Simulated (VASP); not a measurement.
# Sb (Pm-3m) in VASP: settings compared, part 2 of 3

VASP 6.6.1.

### 4 Single point, PBE

The input, INCAR:

```
SYSTEM = Sb
ALGO = Normal
EDIFF = 1E-6
ENCUT = 450
GGA = PE
ISIF = 2
ISMEAR = 0
LASPH = .True.
LCHARG = .False.
LREAL = .False.
LWAVE = .False.
NELM = 100
PREC = Accurate
SIGMA = 0.02
```

The input, KPOINTS:

```
k-points
0
Gamma
  5 5 5
  0 0 0
```

The input, POSCAR:

```
Sb
1.0
    3.1600000000      0.0000000000      0.0000000000
    0.0000000000      3.1600000000      0.0000000000
    0.0000000000      0.0000000000      3.1600000000
Sb
1
Direct
    0.0000000000      0.0000000000      0.0000000000
```

Potentials or basis: VASP PAW PBE potentials, release 64 (Sb_d_GW).

Launch:

```bash
$ cat potpaw_PBE.64/Sb_d_GW/POTCAR > POTCAR
$ mpirun -np 1 vasp_std > vasp.out
```

OUTCAR:

```text
SYSTEM = Sb
   EDIFF = 1E-6
   ENCUT = 450
   GGA = PE
   ISIF = 2
   ISMEAR = 0
   LASPH = .True.
   LREAL = .False.
   NELM = 100
   PREC = Accurate

 ion  position               nearest neighbor table
   1  0.000  0.000  0.000-

  LATTYP: Found a simple cubic cell.
 ALAT       =     3.1600000000

  Lattice vectors:

 A1 = (   3.1600000000,   0.0000000000,   0.0000000000)
 A2 = (   0.0000000000,   3.1600000000,   0.0000000000)
 A3 = (   0.0000000000,   0.0000000000,   3.1600000000)

Analysis of symmetry for initial positions (statically):
=====================================================================
 Subroutine PRICEL returns:
 Original cell was already a primitive cell.

 Routine SETGRP: Setting up the symmetry group for a
 simple cubic supercell.

 Subroutine GETGRP returns: Found 48 space group operations
 (whereof 48 operations were pure point group operations)
 out of a pool of 48 trial point group operations.

The static configuration has the point symmetry O_h .

Analysis of symmetry for dynamics (positions and initial velocities):
=====================================================================
 Subroutine PRICEL returns:
 Original cell was already a primitive cell.

 Routine SETGRP: Setting up the symmetry group for a
 simple cubic supercell.

 Subroutine GETGRP returns: Found 48 space group operations
 (whereof 48 operations were pure point group operations)
 out of a pool of 48 trial point group operations.

The dynamic configuration has the point symmetry O_h .

 Subroutine INISYM returns: Found 48 space group operations
 (whereof 48 operations are pure point group operations),
 and found     1 'primitive' translations

----------------------------------------------------------------------------------------

                                     Primitive cell

  volume of cell :      31.5545

  direct lattice vectors                    reciprocal lattice vectors
     3.160000000  0.000000000  0.000000000     0.316455696  0.000000000  0.000000000
     0.000000000  3.160000000  0.000000000     0.000000000  0.316455696  0.000000000
     0.000000000  0.000000000  3.160000000     0.000000000  0.000000000  0.316455696

  length of vectors
     3.160000000  3.160000000  3.160000000     0.316455696  0.316455696  0.316455696

  position of ions in fractional coordinates (direct lattice)
     0.000000000  0.000000000  0.000000000

  ion indices of the primitive-cell ions
   primitive index   ion index
                 1           1

----------------------------------------------------------------------------------------

 KPOINTS: k-points

Automatic generation of k-mesh.
 Grid dimensions read from file:
 generate k-points for:    5    5    5

 Generating k-lattice:

  Cartesian coordinates                     Fractional coordinates (reciprocal lattice)
     0.063291139  0.000000000  0.000000000     0.200000000  0.000000000  0.000000000
     0.000000000  0.063291139  0.000000000     0.000000000  0.200000000  0.000000000
     0.000000000  0.000000000  0.063291139     0.000000000  0.000000000  0.200000000

  Length of vectors
     0.063291139  0.063291139  0.063291139

  Shift w.r.t. Gamma in fractional coordinates (k-lattice)
     0.000000000  0.000000000  0.000000000

 Subroutine IBZKPT returns following result:
 ===========================================

 Found     10 irreducible k-points:

 Following reciprocal coordinates:
            Coordinates               Weight
  0.000000  0.000000  0.000000      1.000000
  0.200000  0.000000  0.000000      6.000000
  0.400000  0.000000  0.000000      6.000000
  0.200000  0.200000  0.000000     12.000000
  0.400000  0.200000  0.000000     24.000000
  0.400000  0.400000  0.000000     12.000000
  0.200000  0.200000  0.200000      8.000000
  0.400000  0.200000  0.200000     24.000000
  0.400000  0.400000  0.200000     24.000000
  0.400000  0.400000  0.400000      8.000000
   k-points           NKPTS =     10   k-points in BZ     NKDIM =     10   number of bands    NBANDS=     11
   number of dos      NEDOS =    301   number of ions     NIONS =      1
   total plane-waves  NPLWV =  13824
   dimension x,y,z NGX =    24 NGY =   24 NGZ =   24
   dimension x,y,z NGXF=    48 NGYF=   48 NGZF=   48
   ions per type =               1
   NGX,Y,Z   is equivalent  to a cutoff of  12.63, 12.63, 12.63 a.u.
   NGXF,Y,Z  is equivalent  to a cutoff of  25.25, 25.25, 25.25 a.u.
 SYSTEM =  Sb
   PREC   = accura    normal or accurate (medium, high low for compatibility)
   ISTART =      0    job   : 0-new  1-cont  2-samecut
   ICHARG =      2    charge: 1-file 2-atom 10-const
   ISPIN  =      1    spin polarized calculation?
   LNONCOLLINEAR =      F non collinear calculations
   LSORBIT =      F    spin-orbit coupling
   LASPH  =      T    aspherical Exc in radial PAW
   ENCUT  =  450.0 eV  33.07 Ry    5.75 a.u.   5.47  5.47  5.47*2*pi/ulx,y,z
   NELM   =    100;   NELMIN=  2; NELMDL= -5     # of ELM steps
   EDIFF  = 0.1E-05   stopping-criterion for ELM
   LREAL  =      F    real-space projection
   EDIFFG = 0.1E-04   stopping-criterion for IOM
   NSW    =      0    number of steps for IOM
   IBRION =     -1    ionic relax: 0-MD 1-quasi-New 2-CG
   NFREE  =      0    steps in history (QN), initial steepest desc. (CG)
   ISIF   =      2    stress and relaxation
   ISYM   =      2    0-nonsym 1-usesym 2-fastsym
   POTIM  = 0.5000    time-step for ionic-motion
   TEBEG  =    0.0;   TEEND  =   0.0 temperature during run
   PSTRESS=    0.0 pullay stress
   NELECT =      15.0000    total number of electrons
   NUPDOWN=      -1.0000    fix difference up-down
   EMIN   =  10.00;   EMAX   =-10.00  energy-range for DOS
   EFERMI =   0.00;   METHOD = LEGACY
   ISMEAR =     0;   SIGMA  =   0.02  broadening in eV -4-tet -1-fermi 0-gaus
   EFERMI_NEDOS =   21; number of points for ismear=-14 and -15
   IALGO  =     38    algorithm
   IMIX   =      4    mixing-type and parameters
     AMIX     =   0.40;   BMIX     =  1.00
     AMIX_MAG =   1.60;   BMIX_MAG =  1.00
  volume/ion in A,a.u.               =      31.55       212.94
  Fermi-wavevector in a.u.,A,eV,Ry     =   1.277668  2.414443 22.210649  1.632437
  Thomas-Fermi vector in A             =   2.410255
   LORBIT       =      0    0 simple, 1 ext, 2 COOP (PROOUT), +10 PAW based schemes
   GGA     = PE    functional components
   LHFCALC =     F    Hartree Fock is set to
   AEXX    =    0.0000 exact exchange contribution
   IVDW    =     0    specifies the selected vdW correction
   LEPSILON=     F    determine dielectric tensor
   LRPA    =     F    only Hartree local field effects (RPA)
 non-spin polarized calculation
 Gauss-broadening in eV      SIGMA  =   0.02
  energy-cutoff  :      450.00
  volume of cell :       31.55
 maximum number of plane-waves:       695
 NGX is ok and might be reduce to    24
   NGX = 11   NGY = 11   NGZ = 11

 number of electron      14.9999992 magnetization

 Free energy of the ion-electron system (eV)
  ---------------------------------------------------
  ext. energy  EPLUGINS =         0.00000000
  ---------------------------------------------------
  free energy    TOTEN  =        -3.99311753 eV

  energy without entropy =       -3.99167764  energy(sigma->0) =       -3.99239758

 E-fermi :   4.7466     XC(G=0):  -9.7428

 val. band max:        4.5525193395   @ k =   0.2000   0.2000   0.0000
 cond. band min:       4.7477338191   @ k =   0.2000   0.2000   0.2000
 fundamental gap:      0.1952144796
 Fermi energy:         4.7466249005

 k-point     1 :       0.0000    0.0000    0.0000
  band No.  band energies     occupation
      1     -24.5395      2.00000
      2     -24.5395      2.00000
      3     -24.3957      2.00000
      4     -24.3957      2.00000
      5     -24.3957      2.00000
      6      -7.3706      2.00000
      7       7.7212      0.00000
      8       7.7212      0.00000
      9       7.7212      0.00000
     10      11.6617      0.00000
     11      11.6617      0.00000
[... 113 lines left out ...]
 k-point    10 :       0.4000    0.4000    0.4000
  band No.  band energies     occupation
      1     -24.4643      2.00000
      2     -24.4638      2.00000
      3     -24.4638      2.00000
      4     -24.3533      2.00000
      5     -24.3533      2.00000
      6      -1.6444      2.00000
      7       3.1986      2.00000
      8       3.1986      2.00000
      9       3.7478      2.00000
     10       9.6467      0.00000
     11      10.3615      0.00000

------------------------ aborting loop because EDIFF is reached ----------------------------------------

  FORCE on cell =-STRESS in cart. coord.  units (eV):
  Direction    XX          YY          ZZ          XY          YZ          ZX
  --------------------------------------------------------------------------------------
  -------------------------------------------------------------------------------------
  Total       -0.4762241     -0.4762241     -0.4762241     -0.0000000      0.0000000     -0.0000000
  in kB      -24.1802463    -24.1802463    -24.1802463     -0.0000000      0.0000000     -0.0000000
  external PRESSURE =     -24.1802463 kB  Pullay stress =       0.0000000 kB

 VOLUME and BASIS-vectors are now :
 -----------------------------------------------------------------------------
  energy-cutoff  :      450.00
  volume of cell :       31.55
      direct lattice vectors                 reciprocal lattice vectors
     3.160000000  0.000000000  0.000000000     0.316455696  0.000000000  0.000000000
     0.000000000  3.160000000  0.000000000     0.000000000  0.316455696  0.000000000
     0.000000000  0.000000000  3.160000000     0.000000000  0.000000000  0.316455696

 POSITION                                       TOTAL-FORCE (eV/Angst)
 -----------------------------------------------------------------------------------
      0.00000      0.00000      0.00000         0.000000      0.000000      0.000000
 -----------------------------------------------------------------------------------
    total drift:                               -0.000000     -0.000000     -0.000000

  FREE ENERGIE OF THE ION-ELECTRON SYSTEM (eV)
  ---------------------------------------------------
  free  energy   TOTEN  =        -3.9931175298 eV

  energy  without entropy=       -3.9916776379  energy(sigma->0) =       -3.99239758
```

OSZICAR:

```text
N       E                     dE             d eps       ncg     rms          rms(c)
DAV:   1     0.928491937267E+02    0.92849E+02   -0.53861E+03   237   0.123E+04
DAV:   2     0.432056089118E+01   -0.88529E+02   -0.85474E+02   357   0.955E+02
DAV:   3    -0.378804402869E+01   -0.81086E+01   -0.80928E+01   369   0.146E+02
DAV:   4    -0.397919370448E+01   -0.19115E+00   -0.19038E+00   299   0.178E+01
DAV:   5    -0.399018702404E+01   -0.10993E-01   -0.10993E-01   361   0.432E+00    0.223E+00
DAV:   6    -0.399140491637E+01   -0.12179E-02   -0.74296E-03   344   0.645E+00    0.137E+00
DAV:   7    -0.399310502650E+01   -0.17001E-02   -0.43330E-03   312   0.502E+00    0.496E-02
DAV:   8    -0.399310341615E+01    0.16104E-05   -0.70210E-04   340   0.223E+00    0.216E-02
DAV:   9    -0.399311760276E+01   -0.14187E-04   -0.16138E-05   284   0.641E-02    0.152E-02
DAV:  10    -0.399311752980E+01    0.72958E-07   -0.34762E-06   268   0.119E-01
   1 F= -.39931175E+01 E0= -.39923976E+01  d E =-.143989E-02
```

stdout:

```text
POSCAR found type information on POSCAR Sb
 POSCAR found :  1 types and       1 ions
 scaLAPACK will be used
 LDA part: xc-table for (Slater+PW92), standard interpolation
 POSCAR, INCAR and KPOINTS ok, starting setup
 FFT: planning ... GRIDC
 FFT: planning ... GRID_SOFT
 FFT: planning ... GRID
 WAVECAR not read
 entering main loop
```

It took 2.2 s on 1 thread of AMD EPYC 9R45 (Zen 5), shared host; peak memory 0.11 GiB.

Results:

- Free energy: -3.9931 eV
- Pressure: -2.4 GPa
- Band gap on the k mesh: none (metal or under the smearing width)

Caveat: the k mesh is coarse (spacing up to 0.40 Å⁻¹), so the values aren't converged.

[end of part 2 of 3]
